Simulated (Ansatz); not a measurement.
**CuO (zincblende): one cell, many starting occupations (series 2)**

DFT+U has many self-consistent solutions. How far apart do the states of CuO (zincblende) lie when only the starting occupations change? Cell and atoms stay fixed. The start comes from a prototype table, not from a measured structure.

Computed with Ansatz 0.2.0 (DFT PBE+U (U_eff = 8 eV on Cu d), plane waves, PAW, unless a step's input says otherwise).

## 1. The starting structure

Symmetry: F-43m, No. 216, cubic system. The conventional cell has a = 4.655 Å, b = 4.655 Å, c = 4.655 Å, α = 90.00°, β = 90.00°, γ = 90.00°. Cu (site symmetry -43m) is surrounded by 4 O at 2.02 Å. O (site symmetry -43m) has 4 Cu at 2.02 Å as nearest neighbours.

Structure file:

```cif
data_structure
_symmetry_space_group_name_H-M 'P 1'
_symmetry_Int_Tables_number 1
_cell_length_a 3.2912
_cell_length_b 3.2912
_cell_length_c 3.2912
_cell_angle_alpha 60.000
_cell_angle_beta 60.000
_cell_angle_gamma 60.000
_cell_volume 25.21
loop_
_atom_site_label
_atom_site_type_symbol
_atom_site_fract_x
_atom_site_fract_y
_atom_site_fract_z
_atom_site_occupancy
Cu1 Cu 0.00000 0.00000 0.00000 1
O1 O 0.25000 0.25000 0.25000 1
```

Magnetic order typed: ferromagnetic.

The runs: random orbitals: single harmonics, second filling; random orbitals: fully mixed, first filling; random orbitals: single harmonics, first filling; random orbitals: fully mixed, one electron more; random orbitals: drawn by pairs, first filling.

An earlier series on this cell reached its lowest free state from «from atoms, symmetry kept, no search», perhaps among other starts.

## 2. Random orbitals: single harmonics, second filling

Input file input.yaml:

```yaml
crystal:
  lattice:
    - [0.0, 2.32725273, 2.32725273]
    - [2.32725273, 0.0, 2.32725273]
    - [2.32725273, 2.32725273, 0.0]
  atoms:
    - { symbol: Cu, position: [0.0, 0.0, 0.0], spin: 1.0 }
    - { symbol: O, position: [0.25, 0.25, 0.25] }
basis:
  ecutwfc: 420
  ecutrho_ratio: 4
kpoints:
  mp_grid: { grid: [7, 7, 7] }
hamiltonian:
  xc: pbe
  hubbard:
    sites:
      - { site: 0, l: d, u_eff: 8.0, starting_ns: [{ spin: up, occupation_matrix: s0up }, { spin: down, occupation_matrix: s0down }] }
    occupation_matrices:
      s0up:
        matrix:
          - [0.97, 0.0, 0.0, 0.0, 0.0]
          - [0.0, 0.97, 0.0, 0.0, 0.0]
          - [0.0, 0.0, 0.97, 0.0, 0.0]
          - [0.0, 0.0, 0.0, 0.97, 0.0]
          - [0.0, 0.0, 0.0, 0.0, 0.97]
      s0down:
        matrix:
          - [0.97, 0.0, 0.0, 0.0, 0.0]
          - [0.0, 0.02, 0.0, 0.0, 0.0]
          - [0.0, 0.0, 0.97, 0.0, 0.0]
          - [0.0, 0.0, 0.0, 0.97, 0.0]
          - [0.0, 0.0, 0.0, 0.0, 0.97]
    ns_hold: { iters: 12 }
scf:
  occupations: { method: gaussian, width: 0.05 }
  lower_state_search: "off"
  max_iter: 150
output:
  forces: true
  stress: true
  eigenvalues: true
  populations: true
  hubbard: { sites: [{ site: 0, l: d }] }
magnetization:
  spin_polarized: true
```

The typed matrices put 0.97 on the chosen orbitals and 0.02 on the others, and are held for 12 cycles.

On the command line:

```
> ansatz run input.yaml --threads 2 --pin off --max-ram 3072MiB --backend cpu --events-out ev --progress --plain --runs-dir out
```

What it wrote, shortened:

```text
Warning: crystal.symmetry: narrowed to the stabiliser of the occupation matrices — unitary ops 24 → 8; lowered by the specified shell (site 0, l: d); largest admitted image defect 8.9e-16, smallest excluded 9.5e-1 — at a splitting's scale: the group the occupation matrices' own texture admits
Warning: RAYON_NUM_THREADS=2 ignored (pool sized by the plan → 2); use --threads N
Cu: projections on atomic orbitals take those of the free atom [Ne] 3s2 3p6 3d10 4s1, of charge +0.00 (hamiltonian.pseudopotentials.projection_atoms); the dataset's partial waves leave at most 2.0e-6 of an orbital's norm unspanned inside its sphere
O: projections on atomic orbitals take those of the free atom [He] 2s2 2p4, of charge +0.00 (hamiltonian.pseudopotentials.projection_atoms); the dataset's partial waves leave at most 1.9e-8 of an orbital's norm unspanned inside its sphere
[...]
Pseudopotentials: kind: paw
Pseudopotential: Cu, paw, valence charge 19, recommended cutoff 420 eV (normal), Cu.paw.azcp
Pseudopotential: O, paw, valence charge 6, recommended cutoff 420 eV (normal), O.paw.azcp
Functional definition: PBE
[...]
Crystal: 2 atoms, lattice volume = 25.209 Å³
Basis set: ecut = 420 eV, 531 PW (Γ), exchange–correlation on 48×48×48 points (8 copies of the dense FFT grid, shifted against one another)
Bands: 17, of which v1, the nominal top of the filled ones, is band 13 counted from 1 (12 counted from 0)
Symmetry: 8 space group operations
k-points: 40 of 343 (time reversal used)
[...]
Starting moments: Σ|m| = 1 μB on 1 of 2 sites
[...]
  site 0 (l=d) ↓: largest change of an orbital's occupation 0.1817; electrons 3.9000 specified, 4.1849 found; spectral distance 0.1889
  site 0 (l=d) ↑: largest change of an orbital's occupation 0.0278; electrons 4.8500 specified, 4.9823 found; spectral distance 0.0592
--- Forces (eV/Å), atoms counted from 1 ---
  atom   1  Cu     0.00000000     0.00000000    -0.00000000
  atom   2  O      0.00000000     0.00000000    -0.00000000
[...]
--- Stress (GPa, compression-positive) ---
        1.619235       0.000000       0.000000
        0.000000     -11.520126       0.000000
        0.000000       0.000000       1.619235
  P = ⅓ Tr σ = -2.7606 GPa (-27.606 kbar)
--- Band table (eV; the first three rows and the last of 80) ---
  k-point 0 ↑: bands = ["-105.2973", "-63.2231", "-63.2231", "-61.3947", "-9.5156", "-0.9221", "0.6069", "0.6069", "0.8430", "1.7518", "7.5206", "8.0349", "8.0349", "9.1166", "21.7292", "21.7292", "22.2175"]
[...]
Occupation matrices written to <dir>
--- Löwdin populations: 2 sites ---
  site symbol       q [e]    m [muB]
     0     Cu     17.7329     0.7951
     1      O      7.0964     0.1927
  spilling = 0.006829 (of n_electrons = 25.000000)
--- Occupation matrices: 1 shell (run DFT+U table (all-electron-ortho-atomic); ε = 2.40e-3) ---
  Cu0 d_3D: site group Td (-43m)
  Cu0 d_3D up     Tr n = 4.9823  λ = 0.995 0.996 0.996 0.997 0.998  [5× z2 0.20 (T2 0.60) T2(0.60)]
  Cu0 d_3D dn     Tr n = 4.1849  λ = 0.202 0.995 0.995 0.997 0.997  [xz 1.00 (T2 1.00) T2(1.00) | 4× z2 0.25 (E 0.50) E(0.50)]
  specified occupation → Cu0 d_3D up: matrix, ‖Δ‖_F = 0.0592, Tr Δ = -0.1323, displaced = 0.0661, d_λ = 0.0592; orbital distance = 0.0000
  specified occupation → Cu0 d_3D dn: matrix, ‖Δ‖_F = 0.1889, Tr Δ = -0.2849, displaced = 0.1425, d_λ = 0.1889; orbital distance = 0.0000
  Tr n, λ and their labels are of the run-group-symmetrised matrices; stabiliser: 8 of 48 elements of G0×{1,Θ} (closed), max defect 2.4e-15 at τ = 5.1e-4
```

It took 5.7 s on 2 threads of Arm Neoverse V2, shared host; peak memory 0.32 GiB.

End state: no gap, pressure -2.8 GPa, moments in spheres Cu 0.79; O 0.14 μB, largest force component 0.00 eV/Å, 8 symmetry operations imposed.

The shells' filling, with natural orbitals sorted by occupation:

| shell | channel | electrons | over 0.8 | 0.2 to 0.8 | under 0.2 |
| --- | --- | --- | --- | --- | --- |
| Cu 3d (atom 1) | up | 4.98 | 5 | 0 | 0 |
| Cu 3d (atom 1) | down | 4.19 | 4 | 1 | 0 |

## 3. Random orbitals: fully mixed, first filling

input.yaml: that of step 2 with these lines changed.

```diff
@@ -28,8 +28,8 @@
         matrix:
-          - [0.97, 0.0, 0.0, 0.0, 0.0]
-          - [0.0, 0.02, 0.0, 0.0, 0.0]
-          - [0.0, 0.0, 0.97, 0.0, 0.0]
-          - [0.0, 0.0, 0.0, 0.97, 0.0]
-          - [0.0, 0.0, 0.0, 0.0, 0.97]
-    ns_hold: { iters: 12 }
+          - [0.91496, 0.11925, -0.172, 0.04357, -0.05963]
+          - [0.11925, 0.71162, 0.37266, -0.09441, 0.12919]
+          - [-0.172, 0.37266, 0.43251, 0.13616, -0.18633]
+          - [0.04357, -0.09441, 0.13616, 0.9355, 0.0472]
+          - [-0.05963, 0.12919, -0.18633, 0.0472, 0.90541]
+    ns_hold: { iters: 5 }
 scf:
```

The typed matrices put 0.97 on the chosen orbitals and 0.02 on the others, and are held for 5 cycles.

On the command line:

```
> ansatz run input.yaml --threads 2 --pin off --max-ram 3072MiB --backend cpu --events-out ev --progress --plain --runs-dir out
```

What it wrote, shortened:

```text
Warning: crystal.symmetry: narrowed to the stabiliser of the occupation matrices — unitary ops 24 → 1; lowered by the specified shell (site 0, l: d); largest admitted image defect 4.4e-16, smallest excluded 1.9e-1 — at a splitting's scale: the group the occupation matrices' own texture admits
Warning: RAYON_NUM_THREADS=2 ignored (pool sized by the plan → 2); use --threads N
Cu: projections on atomic orbitals take those of the free atom [Ne] 3s2 3p6 3d10 4s1, of charge +0.00 (hamiltonian.pseudopotentials.projection_atoms); the dataset's partial waves leave at most 2.0e-6 of an orbital's norm unspanned inside its sphere
O: projections on atomic orbitals take those of the free atom [He] 2s2 2p4, of charge +0.00 (hamiltonian.pseudopotentials.projection_atoms); the dataset's partial waves leave at most 1.9e-8 of an orbital's norm unspanned inside its sphere
[...]
Pseudopotentials: kind: paw
Pseudopotential: Cu, paw, valence charge 19, recommended cutoff 420 eV (normal), Cu.paw.azcp
[...]
  k-point 0 ↑: bands = ["-105.4557", "-64.0252", "-62.1419", "-62.1323", "-9.4479", "-1.0464", "0.3885", "0.3893", "1.2865", "1.2893", "7.5475", "8.0922", "8.0923", "9.1193", "21.6340", "21.9865", "21.9887"]
[...]
Occupation matrices written to <dir>
--- Löwdin populations: 2 sites ---
  site symbol       q [e]    m [muB]
     0     Cu     17.7116     0.8235
     1      O      7.1133     0.1628
  spilling = 0.007004 (of n_electrons = 25.000000)
--- Occupation matrices: 1 shell (run DFT+U table (all-electron-ortho-atomic); ε = 2.00e-2, under-converged) ---
  Cu0 d_3D: site group Td (-43m)
  Cu0 d_3D up     Tr n = 4.9818  λ = 0.995 0.996 0.996 0.997 0.997  [5× z2 0.20 (T2 0.60) T2(0.60)]
  Cu0 d_3D dn     Tr n = 4.1586  λ = 0.173 0.996 0.996 0.997 0.997  [yz 0.34 (T2 1.00) T2(1.00) | 4× z2 0.25 (T2 0.50) T2(0.50)]
  specified occupation → Cu0 d_3D up: matrix, ‖Δ‖_F = 0.0590, Tr Δ = -0.1318, displaced = 0.0659, d_λ = 0.0590; orbital distance = 0.0000
  specified occupation → Cu0 d_3D dn: matrix, ‖Δ‖_F = 0.6008, Tr Δ = -0.2586, displaced = 0.4535, d_λ = 0.1621; orbital distance = 0.6543
  Tr n, λ and their labels are of the run-group-symmetrised matrices; stabiliser: 6 of 48 elements of G0×{1,Θ} (closed), max defect 7.1e-3 at τ = 9.1e-3
```

Wall time 57 s (2 threads of Arm Neoverse V2, shared host); peak memory 0.69 GiB.

End state: a gap on the mesh of 0.48 eV, pressure -2.5 GPa, moments in spheres Cu 0.82; O 0.11 μB, largest force component 0.37 eV/Å, 1 symmetry operation imposed.

The shells' filling, with natural orbitals sorted by occupation:

| shell | channel | electrons | over 0.8 | 0.2 to 0.8 | under 0.2 |
| --- | --- | --- | --- | --- | --- |
| Cu 3d (atom 1) | up | 4.98 | 5 | 0 | 0 |
| Cu 3d (atom 1) | down | 4.16 | 4 | 0 | 1 |

(Part 1 of 2 ends here.)
